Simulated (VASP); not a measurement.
# Sb (P2_1/m) in VASP: notebook, part 2 of 2

VASP 6.6.1.

### 3 Relaxation of cell and atoms, LDA

INCAR reads:

```
  PREC = Accurate
  ENCUT = 600
  EDIFF = 1E-7
  ISMEAR = 0
  SIGMA = 0.1
  LREAL = F
  LASPH = T
  NELM = 100
  ALGO = Normal
  ISIF = 3
  LWAVE = F
  LCHARG = F
  IBRION = 2
  NSW = 90
  EDIFFG = -0.005
```

KPOINTS reads:

```
Automatic mesh
0
Gamma
  14 10 10
```

POSCAR reads:

```
Sb
1.0
    3.1224020000      0.0000000000      0.0000000000
    0.0000000000      4.3475180000      0.0000000000
   -0.0389150000      0.0000000000      4.4058520000
Sb
2
Direct
    0.9886110000      0.7500000000      0.7588340000
    0.0113890000      0.2500000000      0.2411660000
```

Potentials or basis: VASP PAW LDA potentials, release 64 (Sb).

On the command line:

```sh
$ cat potpaw_LDA.64/Sb/POTCAR > POTCAR
$ mpirun -np 1 vasp_std > vasp.out
```

OUTCAR:

```text
PREC = Accurate
   ENCUT = 600
   EDIFF = 1E-7
   ISMEAR = 0
   LREAL = F
   LASPH = T
   NELM = 100
   ISIF = 3
   IBRION = 2
   NSW = 90
   EDIFFG = -0.005

 ion  position               nearest neighbor table
   1  0.989  0.750  0.759-   2 3.04   2 3.04   2 3.15   2 3.15
   2  0.011  0.250  0.241-   1 3.04   1 3.04   1 3.15   1 3.15

  LATTYP: Found a simple monoclinic cell.
 ALAT       =     3.1224020000
 B/A-ratio  =     1.3923633152
 C/A-ratio  =     1.4111007668
 COS(beta)  =    -0.0088322263

  Lattice vectors:

 A1 = (   3.1224020000,   0.0000000000,   0.0000000000)
 A2 = (   0.0000000000,   4.3475180000,   0.0000000000)
 A3 = (  -0.0389150000,   0.0000000000,   4.4058520000)

Analysis of symmetry for initial positions (statically):
[... 583 lines left out ...]
--------------------------------------- Ionic step       18  -------------------------------------------

 number of electron      10.0000001 magnetization

------------------------ aborting loop because EDIFF is reached ----------------------------------------
[... 67 lines left out ...]
--------------------------------------- Ionic step       20  -------------------------------------------

 number of electron      10.0000000 magnetization

 Free energy of the ion-electron system (eV)
  ---------------------------------------------------
  ext. energy  EPLUGINS =         0.00000000
  ---------------------------------------------------
  free energy    TOTEN  =        -9.58981494 eV

  energy without entropy =       -9.58381724  energy(sigma->0) =       -9.58681609

 E-fermi :   7.7292     XC(G=0): -10.0370

 val. band max:        7.7286561078   @ k =   0.2143   0.4000   0.1000
 cond. band min:       7.7298288690   @ k =  -0.2143   0.4000   0.1000
 fundamental gap:      0.0011727612
 Fermi energy:         7.7292248425

 k-point     1 :       0.0000    0.0000    0.0000
  band No.  band energies     occupation
      1      -5.1186      2.00000
      2       0.3072      2.00000
      3       3.9543      2.00000
      4       3.9581      2.00000
      5       9.7228      0.00000
      6      11.0684      0.00000
      7      11.1132      0.00000
      8      11.1146      0.00000
      9      14.6675      0.00000
[... 305 lines left out ...]
  FREE ENERGIE OF THE ION-ELECTRON SYSTEM (eV)
  ---------------------------------------------------
  free  energy   TOTEN  =        -9.5898149428 eV

  energy  without entropy=       -9.5838172399  energy(sigma->0) =       -9.58681609

 reached required accuracy - stopping structural energy minimisation
```

It took 16 min on 1 thread of AMD EPYC 9R45 (Zen 5), shared host; peak memory 0.37 GiB.

Results:

| Quantity | Value |
| --- | --- |
| Free energy | -9.5898 eV |
| Relaxed volume | 28.20 Å³/atom |
| Relaxed cell | a = 3.047 Å, b = 4.302 Å, c = 4.303 Å, α = 90.00°, β = 90.02°, γ = 90.00° |
| Space group after relaxing (to 0.05 Å) | Pm-3m (No. 221) |
| Energy gained by relaxing | 22.0 meV/atom |
| Ionic steps | 20 |
| Pressure after relaxing | 0.0 GPa |
| Largest force after relaxing | 0.003 eV/Å |
| Band gap on the k mesh | none (metal or under the smearing width) |

Forces in eV/Å, atoms in the order of the input:
```
Sb   0.002  0.000 -0.003
Sb  -0.002  0.000  0.003
```

The path:
| step | energy change (eV) | largest force (eV/Å) | pressure (GPa) | volume (Å³) |
| --- | --- | --- | --- | --- |
| 1 | 0.0000 | 0.0867 | -3.21 | 59.81 |
| 2 | -0.0251 | 0.2154 | 2.20 | 54.76 |
| 3 | -0.0364 | 0.1712 | 0.06 | 56.47 |
| 4 | -0.0389 | 0.1377 | 0.06 | 56.43 |
| 5 | -0.0423 | 0.0451 | 0.14 | 56.30 |
| 6 | -0.0431 | 0.0242 | -0.16 | 56.53 |
| 7 | -0.0433 | 0.0257 | -0.06 | 56.45 |
| 8 | -0.0434 | 0.0229 | 0.04 | 56.36 |
| 9 | -0.0434 | 0.0219 | 0.12 | 56.29 |
| 10 | -0.0435 | 0.0216 | 0.12 | 56.30 |
| 11 | -0.0436 | 0.0226 | 0.09 | 56.33 |
| 12 | -0.0436 | 0.0309 | 0.03 | 56.39 |
| 13 | -0.0437 | 0.0283 | 0.04 | 56.37 |
| 14 | -0.0437 | 0.0258 | -0.02 | 56.43 |
| 15 | -0.0438 | 0.0224 | -0.10 | 56.49 |
| 16 | -0.0438 | 0.0189 | -0.07 | 56.47 |
| 17 | -0.0439 | 0.0082 | 0.00 | 56.40 |
| 18 | -0.0438 | 0.0148 | 0.16 | 56.27 |
| 19 | -0.0439 | 0.0033 | 0.05 | 56.37 |
| 20 | -0.0440 | 0.0033 | 0.01 | 56.40 |

Final structure:
```
CELL_PARAMETERS angstrom
3.04708 0.00000 0.01290
0.00000 4.30160 0.00000
-0.01972 0.00000 4.30289
ATOMIC_POSITIONS crystal
Sb 0.99928 0.75000 0.75012
Sb 0.00072 0.25000 0.24988
```

Levels at points of the mesh, in eV from the Fermi level:
```
           k point  band 3  band 4  band 5  band 6  band 7  band 8
(0.00, 0.00, 0.00)   -3.77   -3.77    1.99    3.34    3.38    3.39
(0.50, 0.00, 0.00)   -4.30   -1.74   -1.73   -1.70    4.76    4.77
(0.00, 0.50, 0.00)   -1.47   -1.47   -0.96   -0.96    5.13    5.13
(0.50, 0.50, 0.00)   -4.22   -4.22    0.65    0.65    1.68    1.68
(0.00, 0.00, 0.50)   -1.47   -1.46   -0.96   -0.96    5.12    5.13
(0.50, 0.00, 0.50)   -4.22   -4.22    0.65    0.65    1.68    1.68
(0.00, 0.50, 0.50)   -5.96   -5.96    5.52    5.52    5.56    5.56
(0.50, 0.50, 0.50)   -3.79   -3.79   -3.76   -3.76    1.99    1.99
```

The run has no spin-orbit coupling, so splittings on Sb are missing.

### 4 Relaxation of cell and atoms, PBE

Edit INCAR of step 3 so:

```diff
@@ -12,2 +12,3 @@
   LCHARG = F
+  GGA = PE
   IBRION = 2
```

KPOINTS is that of step 3.

POSCAR is that of step 3.

Potentials or basis: VASP PAW PBE potentials, release 64 (Sb).

On the command line:

```sh
$ cat potpaw_PBE.64/Sb/POTCAR > POTCAR
$ mpirun -np 1 vasp_std > vasp.out
```

Wall time 19 min (1 thread of AMD EPYC 9R45 (Zen 5), shared host); peak memory 0.4 GiB.

It converged, with:

```
Free energy                            : -8.1913 eV
Relaxed volume                         : 30.03 Å³/atom
Relaxed cell                           : a = 3.109 Å, b = 4.394 Å, c = 4.396 Å, α = 90.00°, β = 89.97°, γ = 90.00°
Space group after relaxing (to 0.05 Å) : Pm-3m (No. 221)
Energy gained by relaxing              : 3.8 meV/atom
Ionic steps                            : 24
Pressure after relaxing                : 0.0 GPa
Band gap on the k mesh                 : none (metal or under the smearing width)
```

Step by step:
| step | energy change (eV) | largest force (eV/Å) | pressure (GPa) | volume (Å³) |
| --- | --- | --- | --- | --- |
| 1 | 0.0000 | 0.1149 | 0.39 | 59.81 |
| 2 | -0.0025 | 0.0899 | -0.23 | 60.44 |
| 3 | -0.0026 | 0.0912 | -0.20 | 60.41 |
| 4 | -0.0038 | 0.0838 | -0.09 | 60.24 |
| 5 | -0.0055 | 0.0473 | 0.32 | 59.75 |
| 6 | -0.0062 | 0.0363 | 0.25 | 59.81 |
| 7 | -0.0068 | 0.0215 | 0.07 | 59.98 |
| 8 | -0.0069 | 0.0202 | 0.10 | 59.95 |
| 9 | -0.0070 | 0.0199 | 0.04 | 60.02 |
| 10 | -0.0070 | 0.0196 | -0.08 | 60.15 |
| 11 | -0.0071 | 0.0187 | -0.06 | 60.13 |
| 12 | -0.0072 | 0.0172 | -0.02 | 60.09 |
| 13 | -0.0072 | 0.0148 | 0.06 | 60.00 |
| 14 | -0.0072 | 0.0162 | 0.00 | 60.06 |
| 15 | -0.0073 | 0.0152 | 0.01 | 60.06 |
| 16 | -0.0073 | 0.0122 | 0.01 | 60.06 |
| 17 | -0.0074 | 0.0058 | 0.02 | 60.05 |
| 18 | -0.0074 | 0.0053 | 0.02 | 60.05 |
| 19 | -0.0075 | 0.0038 | 0.01 | 60.06 |
| 20 | -0.0075 | 0.0008 | 0.00 | 60.07 |
| 21 | -0.0075 | 0.0053 | -0.03 | 60.10 |
| 22 | -0.0075 | 0.0017 | -0.01 | 60.08 |
| 23 | -0.0075 | 0.0014 | -0.01 | 60.08 |
| 24 | -0.0075 | 0.0007 | 0.01 | 60.06 |

Final structure:
```yaml
crystal:
  lattice:
    - [3.10941, 0.00000, 0.01438]
    - [0.00000, 4.39392, 0.00000]
    - [-0.01830, 0.00000, 4.39570]
  atoms:
    - { symbol: Sb, position: [0.00023, 0.75000, 0.75001] }
    - { symbol: Sb, position: [0.99977, 0.25000, 0.24999] }
```

Levels at points of the mesh, in eV from the Fermi level:
| k point | band 1 | band 2 | band 3 | band 4 | band 5 | band 6 | band 7 | band 8 | band 9 |
| --- | --- | --- | --- | --- | --- | --- | --- | --- | --- |
| (0.00, 0.00, 0.00) | -12.32 | -7.38 | -3.49 | -3.49 | 2.22 | 3.26 | 3.27 | 3.27 | 6.93 |
| (0.50, 0.00, 0.00) | -9.93 | -5.51 | -4.55 | -1.60 | -1.59 | -1.58 | 4.85 | 4.86 | 4.86 |
| (0.00, 0.50, 0.00) | -10.57 | -10.57 | -1.32 | -1.32 | -0.89 | -0.89 | 4.91 | 4.91 | 8.06 |
| (0.50, 0.50, 0.00) | -8.14 | -8.14 | -3.90 | -3.90 | 0.64 | 0.64 | 1.52 | 1.52 | 5.62 |
| (0.00, 0.00, 0.50) | -10.57 | -10.57 | -1.32 | -1.32 | -0.89 | -0.89 | 4.91 | 4.91 | 8.05 |
| (0.50, 0.00, 0.50) | -8.14 | -8.14 | -3.90 | -3.90 | 0.65 | 0.65 | 1.52 | 1.52 | 5.62 |
| (0.00, 0.50, 0.50) | -9.92 | -9.92 | -5.52 | -5.52 | 5.24 | 5.24 | 5.26 | 5.26 | 9.00 |
| (0.50, 0.50, 0.50) | -7.39 | -7.39 | -3.50 | -3.50 | -3.48 | -3.48 | 2.23 | 2.23 | 7.27 |

Spin-orbit coupling is left out, which matters for the levels of Sb.

### 5 Overview

```csv
level,potentials or basis,gap on the mesh (eV),pressure (GPa),relaxed volume (Å³/atom)
PBEsol,"VASP PAW PBE potentials, release 64 (Sb)",none,0.0,28.73
LDA,"VASP PAW LDA potentials, release 64 (Sb)",none,0.0,28.20
PBE,"VASP PAW PBE potentials, release 64 (Sb)",none,0.0,30.03
```

Alike in all rows: task relaxation of cell and atoms; no spin polarisation; cell relaxed; k mesh 14 × 10 × 10; cutoff (eV) 600; smearing gaussian 0.1 eV.

Caveats: the PAW data sets were made with another functional, which shifts forces and pressure a little (some runs).

Total energies depend on the potentials used, so only differences within one code and one set of settings carry meaning.
